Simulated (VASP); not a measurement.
Input of a VASP 6.6.1 run:

POSCAR

```
Ti
1.0
   -1.6410000000      1.6410000000      1.6410000000
    1.6410000000     -1.6410000000      1.6410000000
    1.6410000000      1.6410000000     -1.6410000000
Ti
1
Direct
    0.0000000000      0.0000000000      0.0000000000
```

The input INCAR.step1:

```
PREC = Accurate
ENCUT = 600
EDIFF = 1E-8
ISMEAR = -4
SIGMA = 0.3
LREAL = False
LASPH = True
NELM = 60
ALGO = Normal
ISIF = 3
LWAVE = False
LCHARG = False
GGA = PE
IVDW = 2
IBRION = 2
NSW = 40
EDIFFG = -0.002
```

File INCAR.step2:

```
PREC = Accurate
ENCUT = 600
EDIFF = 1E-8
ISMEAR = -4
SIGMA = 0.3
LREAL = False
LASPH = True
NELM = 60
ALGO = Normal
ISIF = 3
LWAVE = False
LCHARG = False
GGA = PE
IVDW = 2
IBRION = 6
NFREE = 2
POTIM = 0.015
NSW = 1
```

KPOINTS

```
Automatic mesh
0
Gamma
  8 8 8
```

Potentials or basis: VASP PAW PBE potentials, release 64 (Ti_pv).

Run with:

```bash
$ cat potpaw_PBE.64/Ti_pv/POTCAR > POTCAR
$ cp INCAR.step1 INCAR
$ mpirun -np 1 vasp_std > vasp.out
$ cp CONTCAR POSCAR
$ cp INCAR.step2 INCAR
$ mpirun -np 1 vasp_std > vasp.out
```

**Question.** Estimate the elastic constants C11, C12, C44.

**Answer.** 132, 129, 39 GPa.

**Question.** Estimate the Voigt bulk modulus.

**Answer.** 130 GPa.

**Question.** Estimate the relaxed volume.

**Answer.** 15.70 Å³/atom.

Elastic tensor in Voigt notation (GPa, in the Cartesian axes of the cell as first typed):
```
132 129 129   0   0   0
129 132 129   0   0   0
129 129 132   0   0   0
  0   0   0  39   0   0
  0   0   0   0  39   0
  0   0   0   0   0  39
```
